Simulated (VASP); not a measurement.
# GaSb: band structure with PBE

**The experiment to reproduce.**

From a printed reference work, data compilation, for a bulk crystal of GaSb at 4.2 K: band gap 0.811 eV (direct).

Crystal: GaSb.

```
Sb Ga
1.0
     0.00000    3.05900    3.05900
     3.05900    0.00000    3.05900
     3.05900    3.05900    0.00000
Sb Ga
1 1
Direct
  0.75000 0.75000 0.75000
  0.00000 0.00000 0.00000
```

- Program: VASP 6.6.1
- Task: band structure
- Functional: PBE
- Potentials or basis: VASP PAW PBE potentials, release 54 (Sb, Ga)
- Cutoff: 500 eV
- k mesh: 8 × 8 × 8
- Occupations: fermi-dirac, width 0.05 eV
- Spin: no spin polarisation
- Further INCAR settings: ALGO = Fast; EDIFF = 1e-06; NBANDS = 11

```yaml
Pressure: 2.6 GPa
Band_gap_on_the_k_mesh: 0.09 eV, direct
Band_gap_along_the_path: 0.09 eV, direct
```

Levels at the corners of the path, in eV from the valence-band top:
| point | band 1 | band 2 | band 3 | band 4 | band 5 | band 6 | band 7 | band 8 | band 9 |
| --- | --- | --- | --- | --- | --- | --- | --- | --- | --- |
| Γ | -11.46 | 0.00 | 0.00 | 0.00 | 0.09 | 2.80 | 2.80 | 2.80 | 5.82 |
| X | -9.07 | -6.78 | -2.57 | -2.57 | 0.92 | 1.26 | 8.71 | 8.71 | 10.08 |
| X | -9.07 | -6.78 | -2.57 | -2.57 | 0.92 | 1.26 | 8.71 | 8.71 | 10.08 |
| W | -9.04 | -6.64 | -3.35 | -3.12 | 3.71 | 4.33 | 4.44 | 4.77 | 9.95 |
| W | -9.04 | -6.64 | -3.35 | -3.12 | 3.71 | 4.33 | 4.44 | 4.77 | 9.95 |
| K | -9.14 | -6.60 | -3.61 | -2.18 | 1.42 | 3.89 | 6.63 | 6.83 | 7.55 |
| K | -9.14 | -6.60 | -3.61 | -2.18 | 1.42 | 3.89 | 6.63 | 6.83 | 7.55 |
| Γ | -11.46 | 0.00 | 0.00 | 0.00 | 0.09 | 2.80 | 2.80 | 2.80 | 5.82 |
| Γ | -11.46 | 0.00 | 0.00 | 0.00 | 0.09 | 2.80 | 2.80 | 2.80 | 5.82 |
| L | -9.89 | -6.34 | -1.15 | -1.15 | 0.43 | 3.76 | 3.76 | 6.47 | 9.37 |
| L | -9.89 | -6.34 | -1.15 | -1.15 | 0.43 | 3.76 | 3.76 | 6.47 | 9.37 |
| U | -9.14 | -6.60 | -3.61 | -2.18 | 1.42 | 3.89 | 6.63 | 6.83 | 7.55 |
| U | -9.14 | -6.60 | -3.61 | -2.18 | 1.42 | 3.89 | 6.63 | 6.83 | 7.55 |
| W | -9.04 | -6.64 | -3.35 | -3.12 | 3.71 | 4.33 | 4.44 | 4.77 | 9.95 |
| W | -9.04 | -6.64 | -3.35 | -3.12 | 3.71 | 4.33 | 4.44 | 4.77 | 9.95 |
| L | -9.89 | -6.34 | -1.15 | -1.15 | 0.43 | 3.76 | 3.76 | 6.47 | 9.37 |
| L | -9.89 | -6.34 | -1.15 | -1.15 | 0.43 | 3.76 | 3.76 | 6.47 | 9.37 |
| K | -9.14 | -6.60 | -3.61 | -2.18 | 1.42 | 3.89 | 6.63 | 6.83 | 7.55 |
| U | -9.14 | -6.60 | -3.61 | -2.18 | 1.42 | 3.89 | 6.63 | 6.83 | 7.55 |
| X | -9.07 | -6.78 | -2.57 | -2.57 | 0.92 | 1.26 | 8.71 | 8.71 | 10.08 |

Run time: 39 s on 1 thread of Intel(R) Xeon(R) Platinum 8488C (Sapphire Rapids), on a shared host, peak memory 0.19 GiB.

Measured gap of GaSb: 0.811 eV (direct; 4.2 K; a printed reference work, data compilation). This calculation gives 0.09 eV (-0.72 eV). Spin-orbit coupling on Ga, Sb is left out. The value is that of PBE, without temperature or zero-point motion. Semilocal functionals fall short of measured gaps as a rule.

Caveat: spin-orbit coupling is left out, which moves the levels of the heavy elements.
